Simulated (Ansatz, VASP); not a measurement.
**Two plane-wave programs on Sr**

```
Sr
1.0
    -2.50073    2.50073    2.50073
     2.50073   -2.50073    2.50073
     2.50073    2.50073   -2.50073
Sr
1
Direct
  0.00000 0.00000 0.00000
```

Alike in both runs: task single point; functional RPBE; k mesh 10 × 10 × 10; occupations fermi-dirac, width 0.1 eV; no spin polarisation.

|  | VASP | Ansatz |
| --- | --- | --- |
| version | VASP 6.6.1 | Ansatz 0.2.0 |
| potentials or method | VASP PAW PBE potentials, release 64 (Sr_sv) | plane waves (420 eV) with PAW, scalar-relativistic |
| plane-wave cutoff (eV) | 520 | 420 |
| valence electrons in the cell | 10 | 10 |

|  | VASP | Ansatz | Ansatz less VASP |
| --- | --- | --- | --- |
| pressure (GPa) | -0.7 | -0.7 | 0.00 |

The functional is the same, so the differences come from potentials, cutoffs and numerics.

Caveats: the PAW data sets were made with another functional, which shifts forces and pressure a little (VASP).
